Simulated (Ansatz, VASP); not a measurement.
AgO: VASP beside Ansatz

INCAR

```
PREC = Accurate ; ENCUT = 520
EDIFF = 1E-7 ; ISMEAR = 0
SIGMA = 0.15 ; LREAL = F
LASPH = T ; NELM = 60
ALGO = Normal ; ISIF = 2
LWAVE = F ; LCHARG = F
GGA = PS ; NBANDS = 16
```

Contents of KPOINTS:

```
Automatic mesh
0
Gamma
  18 18 18
```

The input POSCAR:

```
AgO
1.0
    0.0000000000      2.4080000000      2.4080000000
    2.4080000000      0.0000000000      2.4080000000
    2.4080000000      2.4080000000      0.0000000000
Ag O
1 1
Direct
    0.0000000000      0.0000000000      0.0000000000
    0.7500000000      0.7500000000      0.7500000000
```

Input for Ansatz:

```yaml
crystal:
  lattice:
    - [0.0, 2.408, 2.408]
    - [2.408, 0.0, 2.408]
    - [2.408, 2.408, 0.0]
  atoms:
    - { symbol: Ag, position: [0.0, 0.0, 0.0] }
    - { symbol: O, position: [0.75, 0.75, 0.75] }
basis:
  ecutwfc: 420
kpoints:
  mp_grid: { grid: [18, 18, 18] }
hamiltonian:
  xc: pbesol
scf:
  occupations: { method: gaussian, width: 0.15 }
output:
  forces: true
  stress: true
  eigenvalues: true
```

Alike in both runs: task single point; functional PBEsol; k mesh 18 × 18 × 18; occupations gaussian, width 0.15 eV; no spin polarisation.

|  | VASP | Ansatz |
| --- | --- | --- |
| version | VASP 6.6.1 | Ansatz 0.2.0 |
| potentials or method | VASP PAW PBE potentials, release 64 (Ag, O) | scalar-relativistic, plane waves, PAW |
| plane-wave cutoff (eV) | 520 | 420 |
| valence electrons in the cell | 17 | 25 |

```csv
,VASP,Ansatz,Ansatz less VASP
gap on the k mesh at the Fermi level (eV),none,none,-
pressure (GPa),10.8,11.0,+0.23
```

A gap of «none» marks a metal or a gap that the smearing closes. The two sets of potentials don't hold the same shells in valence.

Caveats: the PAW data sets were made with another functional, which shifts forces and pressure a little (VASP); an odd number of electrons without spin polarisation forces a metal; a magnetic or distorted state may lie lower.
